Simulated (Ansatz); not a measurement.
# Dielectric function and optical constants of BAs

What colour and refractive index does BAs have at this level of theory?

Method: DFT, PBE, plane-wave PAW, default files, scalar-relativistic, independent-particle optical response without local fields, in Ansatz 0.2.0.

**What experiment says.**

“Optical properties of cubic boron arsenide” (2019, arxiv:1911.04914) reports for BAs, zinc blende, by spectroscopic ellipsometry (CVT-grown opaque bulk crystals, 300 K): band gap (direct gap from square of absorption coefficient, average of two …) about 4.12 eV [Extrapolated from square of absorption coefficient from ellipsometry; average of two …].

Most raw output is cut from this account.

### Step 1. The starting structure

It takes space group F-43m (No. 216, cubic). Conventional cell: a = 4.777 Å, b = 4.777 Å, c = 4.777 Å, α = 90.00°, β = 90.00°, γ = 90.00°. Nearest to As lie 4 B at 2.07 Å. Nearest to B lie 4 As at 2.07 Å. Farther neighbours are not listed.

### Step 2. Ground state and bands

First the ground state: is it a metal or has it a gap?

This step: DFT, PBE, plane-wave PAW, default files, scalar-relativistic, ground state (Ansatz 0.2.0).

The input, input.yaml:

```yaml
crystal:
  lattice:
    - [0.0, 2.3885, 2.3885]
    - [2.3885, 0.0, 2.3885]
    - [2.3885, 2.3885, 0.0]
  atoms:
    - { symbol: As, position: [0.75, 0.75, 0.75] }
    - { symbol: B, position: [0.0, 0.0, 0.0] }
kpoints:
  mp_grid: { grid: [9, 9, 9] }
  band_path:
    path:
      - [[0.0, 0.0, 0.0], [0.5, 0.0, 0.5], [0.5, 0.25, 0.75], [0.375, 0.375, 0.75], [0.0, 0.0, 0.0], [0.5, 0.5, 0.5], [0.625, 0.25, 0.625], [0.5, 0.25, 0.75], [0.5, 0.5, 0.5], [0.375, 0.375, 0.75]]
      - [[0.625, 0.25, 0.625], [0.5, 0.0, 0.5]]
    npoints: 5
scf:
  occupations: { method: fermi_dirac, width: 0.05 }
  n_extra_bands: 6
hamiltonian:
  xc: pbe
  pseudopotentials: { kind: paw }
output:
  forces: true
  stress: true
  populations: true
  write_bands: true
```

On the command line:

```console
ansatz run input.yaml --threads 4 --pin off --max-ram 8192MiB --backend cpu --events-out ev --progress --plain --runs-dir out
```

Wall time 4.2 s (4 threads of Intel Xeon Platinum 8488C (Sapphire Rapids), shared host); peak memory 0.28 GiB.

This step gave:

| Item | Value |
| --- | --- |
| free energy | -5012.0997 eV |
| Fermi energy | 11.72 eV |
| gap by band count | 1.235 eV |
| electrons | 18 |
| symmetry operations | 24 |
| pressure | 2.769 GPa |
| volume | 27.25 Å³ |
| gap on the path | 1.184 eV |
| least direct gap on the path | 3.281 eV |

There is a gap, 1.18 eV on the path, so no carriers' term is needed. The cell is left with a pressure of 2.8 GPa, as it stands unrelaxed at this level.

The electronic bands at the labelled points (eV, zero at the Fermi level; v1 is the highest filled band, c1 the lowest empty one):

| point | v4 | v3 | v2 | v1 | c1 | c2 | c3 | c4 |
| --- | --- | --- | --- | --- | --- | --- | --- | --- |
| Γ | -16.00 | -0.59 | -0.59 | -0.59 | 2.69 | 2.69 | 2.69 | 4.08 |
| 0.40 of the way | -15.13 | -3.59 | -2.72 | -2.72 | 1.41 | 4.73 | 5.75 | 5.75 |
| X | -11.81 | -9.11 | -4.67 | -4.67 | 0.85 | 0.86 | 10.80 | 10.80 |
| 0.40 of the way | -11.76 | -8.98 | -5.19 | -5.11 | 1.82 | 1.90 | 9.67 | 9.95 |
| W | -11.65 | -8.64 | -6.07 | -5.78 | 4.67 | 5.35 | 6.22 | 6.46 |
| 0.60 of the way | -11.80 | -8.70 | -6.44 | -4.64 | 2.35 | 5.02 | 7.75 | 8.32 |
| K | -11.86 | -8.73 | -6.53 | -4.07 | 1.46 | 4.96 | 8.64 | 9.18 |
| 0.40 of the way | -13.91 | -6.68 | -5.19 | -2.21 | 3.18 | 5.01 | 5.91 | 6.54 |
| Γ | -16.00 | -0.59 | -0.59 | -0.59 | 2.69 | 2.69 | 2.69 | 4.08 |
| 0.40 of the way | -15.35 | -4.35 | -1.47 | -1.47 | 2.62 | 3.81 | 3.81 | 6.59 |
| L | -13.13 | -9.37 | -2.41 | -2.41 | 2.10 | 4.20 | 4.20 | 8.29 |
| 0.40 of the way | -12.84 | -9.11 | -4.18 | -2.94 | 2.65 | 4.68 | 5.34 | 8.57 |
| U | -11.86 | -8.73 | -6.53 | -4.07 | 1.46 | 4.96 | 8.64 | 9.18 |
| 0.40 of the way | -11.80 | -8.70 | -6.44 | -4.64 | 2.35 | 5.02 | 7.75 | 8.32 |
| W | -11.65 | -8.64 | -6.07 | -5.78 | 4.67 | 5.35 | 6.22 | 6.46 |
| 0.60 of the way | -12.75 | -9.03 | -4.49 | -3.24 | 3.20 | 4.01 | 6.11 | 8.57 |
| L | -13.13 | -9.37 | -2.41 | -2.41 | 2.10 | 4.20 | 4.20 | 8.29 |
| 0.40 of the way | -12.84 | -9.11 | -4.18 | -2.94 | 2.65 | 4.68 | 5.34 | 8.57 |
| K | -11.86 | -8.73 | -6.53 | -4.07 | 1.46 | 4.96 | 8.64 | 9.18 |
| jump to U | -11.86 | -8.73 | -6.53 | -4.07 | 1.46 | 4.96 | 8.64 | 9.18 |
| 0.60 of the way | -11.79 | -9.04 | -5.25 | -4.57 | 0.95 | 1.77 | 10.35 | 10.41 |
| X | -11.81 | -9.11 | -4.67 | -4.67 | 0.85 | 0.86 | 10.80 | 10.80 |

### Step 3. Spectrum

With the density converged, the vertical transitions are summed over the zone.

This step: DFT, PBE, plane-wave PAW, default files, scalar-relativistic, independent-particle optical response without local fields (Ansatz 0.2.0).

input.yaml, the sections that differ from step 2:

```yaml
kpoints:
  mp_grid: { grid: [9, 9, 9] }
scf:
  occupations: { method: fixed }
output:
  optics:
    e_range: [0, 14]
    de: 0.05
    sigma: 0.1
    nscf_kmesh: { grid: [8, 8, 8] }
    bands: { spectra_wanted_up_to: 14 }
# crystal, hamiltonian: as in step 2
```

The job ended after 2.2 s (4 threads; peak memory 0.5 GiB).

Numbers from this step:

| Item | Value |
| --- | --- |
| electronic dielectric constant ε∞, mean over x, y and z (by symmetry where fewer were run) | 10.10 |
| absorption onset, first axis (α over 10⁴ cm⁻¹, or the direct gap if that lies higher) | 3.281 eV |
| main peak of Im epsilon, first axis | 5.589 eV |
| photocurrent from vertical transitions in a film 500 nm thick on a perfect mirror (two passes), AM1.5G, no front reflection, all carriers collected | 0.8642 mA/cm² |
| least direct gap on the mesh | 3.281 eV |
| bands summed | 20 |
| spectra valid up to | 18.66 eV |
| program's estimate of the k-sum error in Im epsilon | 0.45 % |
| electrons in the f-sum | 8.132 |

The Im ε, any direction has structure finer than the step of the table below, so its rows give means over 0.5 eV, whole bins alone (the curve runs from 0 to 14 eV). Peaks (eV: height): 5.60: 48.4.

Table of Im ε, any direction by photon energy; means over each step:

photon energy (eV), Im ε, any direction and a bar:
```
      2.5        0.0 
      3.0        0.1 
      3.5        3.7 ###
      4.0        8.7 #######
      4.5       14.6 #############
      5.0       18.0 ################
      5.5       34.8 ##############################
      6.0       20.7 ##################
      6.5       14.8 #############
      7.0       11.5 ##########
      7.5        8.5 #######
      8.0        6.0 #####
      8.5        4.5 ####
      9.0        3.4 ###
      9.5        2.7 ##
     10.0        2.2 ##
     10.5        1.7 ##
     11.0        1.9 ##
     11.5        1.6 #
     12.0        1.3 #
     12.5        1.2 #
     13.0        1.2 #
     13.5        1.0 #
```

The Re ε, any direction by photon energy:

photon energy (eV), Re ε, any direction and a bar from the least value:
```
      0.0       10.1 ###################
      0.5       10.2 ###################
      1.0       10.4 ####################
      1.5       10.9 ####################
      2.0       11.6 #####################
      2.5       12.8 ######################
      3.0       15.1 ########################
      3.5       19.1 ############################
      4.0       20.0 #############################
      4.5       19.2 ############################
      5.0       16.4 #########################
      5.5       21.2 ##############################
      6.0       -9.8 
      6.5       -5.3 ####
      7.0       -7.5 ##
      7.5       -7.8 ##
      8.0       -6.7 ###
      8.5       -5.7 ####
      9.0       -4.8 #####
      9.5       -4.1 ######
     10.0       -3.5 ######
     10.5       -2.9 #######
     11.0       -2.3 #######
     11.5       -2.3 #######
     12.0       -1.9 ########
     12.5       -1.6 ########
     13.0       -1.5 ########
     13.5       -1.4 ########
     14.0       -1.2 ########
```

The refractive index n and extinction k by photon energy:

| photon energy (eV) | n | k |
| --- | --- | --- |
| 0.0 | 3.18 | 0 |
| 0.5 | 3.19 | 0 |
| 1.0 | 3.23 | 0 |
| 1.5 | 3.30 | 0 |
| 2.0 | 3.41 | 0 |
| 2.5 | 3.58 | 0 |
| 3.0 | 3.89 | 5.7e-6 |
| 3.5 | 4.40 | 0.444 |
| 4.0 | 4.57 | 0.950 |
| 4.5 | 4.67 | 1.62 |
| 5.0 | 4.51 | 1.97 |
| 5.5 | 5.76 | 3.47 |
| 6.0 | 2.45 | 3.98 |
| 6.5 | 2.27 | 3.24 |
| 7.0 | 1.73 | 3.24 |
| 7.5 | 1.36 | 3.11 |
| 8.0 | 1.07 | 2.79 |
| 8.5 | 0.876 | 2.54 |
| 9.0 | 0.740 | 2.32 |
| 9.5 | 0.644 | 2.12 |
| 10.0 | 0.573 | 1.95 |
| 10.5 | 0.490 | 1.76 |
| 11.0 | 0.593 | 1.62 |
| 11.5 | 0.500 | 1.58 |
| 12.0 | 0.454 | 1.46 |
| 12.5 | 0.456 | 1.36 |
| 13.0 | 0.449 | 1.30 |
| 13.5 | 0.407 | 1.24 |
| 14.0 | 0.381 | 1.15 |

Values under 1 per cm are given as 1. Absorption coefficient, any direction against photon energy:

| photon energy (eV) | absorption coefficient, any direction (1/cm) |
| --- | --- |
| 0.000 | 1 |
| 0.500 | 1 |
| 1.000 | 1 |
| 1.500 | 1 |
| 2.000 | 1 |
| 2.500 | 1 |
| 3.000 | 1.74 |
| 3.500 | 1.6e5 |
| 4.000 | 3.9e5 |
| 4.500 | 7.4e5 |
| 5.000 | 1.0e6 |
| 5.500 | 1.9e6 |
| 6.000 | 2.4e6 |
| 6.500 | 2.1e6 |
| 7.000 | 2.3e6 |
| 7.500 | 2.4e6 |
| 8.000 | 2.3e6 |
| 8.500 | 2.2e6 |
| 9.000 | 2.1e6 |
| 9.500 | 2.0e6 |
| 10.000 | 2.0e6 |
| 10.500 | 1.9e6 |
| 11.000 | 1.8e6 |
| 11.500 | 1.8e6 |
| 12.000 | 1.8e6 |
| 12.500 | 1.7e6 |
| 13.000 | 1.7e6 |
| 13.500 | 1.7e6 |
| 14.000 | 1.6e6 |

The reflectivity at normal incidence, any direction by photon energy; read off at these points:

| photon energy (eV) | reflectivity at normal incidence, any direction (%) |
| --- | --- |
| 0.00 | 27.2 |
| 0.50 | 27.3 |
| 1.00 | 27.8 |
| 1.50 | 28.6 |
| 2.00 | 29.8 |
| 2.50 | 31.7 |
| 3.00 | 34.9 |
| 3.50 | 40.0 |
| 4.00 | 42.7 |
| 4.50 | 46.2 |
| 5.00 | 47.3 |
| 5.50 | 60.1 |
| 5.70 | 68.6 |
| 6.00 | 64.7 |
| 6.50 | 57.1 |
| 7.00 | 61.4 |
| 7.50 | 64.3 |
| 8.00 | 64.7 |
| 8.35 | 64.9 |
| 8.50 | 64.8 |
| 9.00 | 64.8 |
| 9.50 | 64.2 |
| 10.00 | 63.4 |
| 10.50 | 63.2 |
| 11.00 | 54.0 |
| 11.50 | 57.9 |
| 11.65 | 58.0 |
| 12.00 | 57.1 |
| 12.50 | 54.0 |
| 13.00 | 52.5 |
| 13.50 | 53.7 |
| 14.00 | 52.9 |

From ε follow the optical constants at some laser and lamp lines:

| wavelength (nm) | n | k | R (%) | 1/α |
| --- | --- | --- | --- | --- |
| 1550 | 3.21 | 0.000 | 27.6 | over 1 mm |
| 633 | 3.40 | 0.000 | 29.7 | over 1 mm |
| 532 | 3.51 | 0.000 | 31.0 | over 1 mm |
| 405 | 3.95 | 0.000 | 35.5 | 109 µm |
| 365 | 4.37 | 0.321 | 39.6 | 90 nm |
| 308 | 4.57 | 0.979 | 42.9 | 25 nm |
| 248 | 4.51 | 1.968 | 47.3 | 10 nm |

Rows near the edge hang on the gap, which this functional as a rule makes too small, and phonon-assisted absorption is left out.

Through 1 µm of it, D65 light comes out colourless, dimmed by reflection (x = 0.318, y = 0.335; 53 % transmitted).

The f-sum over the summed bands holds 8.1 of the cell's 18 electrons outside the frozen cores, 10 of which lie in bands more than 12 eV below the Fermi level, whose transitions come at higher energies. Up to 14 eV the strength has a mean oscillator energy of 6.1 eV, close to the main peak.

### Step 4. Outcome

| Quantity | Value |
| --- | --- |
| gap on the path | 1.18 eV |
| least direct gap on the path | 3.28 eV |
| electronic dielectric constant ε∞, mean over x, y and z (by symmetry where fewer were run) (independent particles) | 10.1 |
| absorption onset, first axis (α over 10⁴ cm⁻¹, or the direct gap if that lies higher) | 3.28 eV |
| main peak of Im epsilon, first axis | 5.59 eV |
| photocurrent from vertical transitions in a film 500 nm thick on a perfect mirror (two passes), AM1.5G, no front reflection, all carriers collected | 0.864 mA/cm² |

**Reading.** At this level (PBE, independent particles) BAs has ε∞ = 10.1 and n = 3.21 at 1550 nm; absorption sets in near 3.3 eV, and Im ε peaks at 5.6 eV. The gap is indirect (1.18 eV), so absorption without phonons can begin only at the direct gap of 3.28 eV. Lines 0.1 eV wide carry a tail of absorption under the direct gap, past the threshold already at 3.20 eV. Absorption passes 10⁴ cm⁻¹ from the direct gap on, 3.28 eV, in the ultraviolet, so the visible is passed, but for phonon-assisted absorption over the indirect gap, which is left out. The f-sum over the summed bands holds 8.1 of the cell's 18 electrons outside the frozen cores, 10 of which lie in bands more than 12 eV below the Fermi level, whose transitions come at higher energies. Up to 14 eV the strength has a mean oscillator energy of 6.1 eV, close to the main peak. Through 1 µm of it, D65 light comes out colourless, dimmed by reflection (x = 0.318, y = 0.335; 53 % transmitted). Excitons and phonon-assisted transitions are missing, and so are local fields; PBE gaps are as a rule too small, which pulls the onset down and ε∞ up. In the base run ε includes the program's bounded estimate of what the bands above those summed add.

Computed beside measured:

| quantity | measured | PBE |
| --- | --- | --- |
| band gap (direct gap) (eV) | 4.12 | 3.28 (-0.84 eV) |

Measured values from arxiv:1911.04914 (2019).

**Verdict.** The band gap is off by -0.84 eV: a clear miss. Local and semilocal functionals usually give gaps below the measured ones. An optical gap can lie under the band gap by the exciton's binding. Zero-point and thermal motion shift the measured gap. No cell relaxation is part of this session.

[Logs are printed without paths, hosts, clocks, repeated set-up lines and the standing remarks that a program may print on its own settings, such as how far it seeks lower states.]

[Hosts, paths, dates, database ids (printed as entryN), source tags and the programs' standing remarks are cut or masked in the printed files.]
